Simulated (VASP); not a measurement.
## Hf: relaxation of cell and atoms with PBE+D3(BJ)

Crystal: Hf.

```
Hf
1.0
     3.19670    0.00000    0.00000
    -1.59835    2.76842    0.00000
     0.00000    0.00000    5.05780
Hf
2
Direct
  0.66667 0.33333 0.75000
  0.33333 0.66667 0.25000
```

```json
{
  "Program": "VASP 6.6.1",
  "Task": "relaxation of cell and atoms",
  "Functional": "PBE",
  "Dispersion": "D3(BJ)",
  "Potentials or basis": "VASP PAW PBE potentials, release 64 (Hf_pv)",
  "Cutoff": "600 eV",
  "k mesh": "8 × 8 × 4",
  "Occupations": "fermi-dirac, width 0.05 eV",
  "Spin": "no spin polarisation",
  "Ladder": "gaps",
  "Further INCAR settings": "ALGO = Normal; EDIFF = 1e-06; IBRION = 2; EDIFFG = -0.02; NSW = 40; ISIF = 3"
}
```

```yaml
Relaxed_volume: 21.72 Å³/atom
Relaxed_cell: a = 3.165 Å, b = 3.165 Å, c = 5.008 Å, α = 90.00°, β = 90.00°, γ = 120.00°
Space_group_after_relaxing_to_0.05_Å: P6_3/mmc (No. 194)
Energy_gained_by_relaxing: 6.9 meV/atom
Ionic_steps: 3
Pressure_after_relaxing: 0.0 GPa
Band_gap_on_the_k_mesh: none (metal or under the smearing width)
Dispersion_energy_per_atom: -0.464 eV
```

The path:
```
step  energy change (eV)  largest force (eV/Å)  pressure (GPa)  volume (Å³)
   1              0.0000                0.0000           -3.28        44.76
   2              0.0080                0.0000            4.59        41.86
   3             -0.0139                0.0000           -0.02        43.44
```

Final structure:
```cif
data_structure
_symmetry_space_group_name_H-M 'P 1'
_symmetry_Int_Tables_number 1
_cell_length_a 3.1650
_cell_length_b 3.1650
_cell_length_c 5.0079
_cell_angle_alpha 90.000
_cell_angle_beta 90.000
_cell_angle_gamma 120.000
_cell_volume 43.44
loop_
_atom_site_label
_atom_site_type_symbol
_atom_site_fract_x
_atom_site_fract_y
_atom_site_fract_z
_atom_site_occupancy
Hf1 Hf 0.66667 0.33333 0.75000 1
Hf2 Hf 0.33333 0.66667 0.25000 1
```

Levels at points of the mesh, in eV from the Fermi level:
```csv
k point,band 7,band 8,band 9,band 10,band 11,band 12,band 13,band 14
"(0.00, 0.00, 0.00)",-7.55,-3.87,0.68,1.12,1.12,1.41,1.98,1.98
"(0.50, 0.00, 0.00)",-3.47,-2.92,-2.39,-0.82,0.72,0.84,1.67,6.02
"(0.00, 0.00, 0.50)",-5.52,-5.52,0.07,0.07,1.01,1.01,1.01,1.01
"(0.50, 0.00, 0.50)",-3.57,-3.57,-1.10,-1.10,1.21,1.21,2.65,2.65
```

Run time: 26 s on 1 thread of Intel(R) Xeon(R) Platinum 8488C (Sapphire Rapids) (shared host), peak memory 0.2 GiB.

Caveat: pairwise dispersion overbinds metals, which lowers pressure and volume. The run has no spin-orbit coupling, so splittings on Hf are missing.
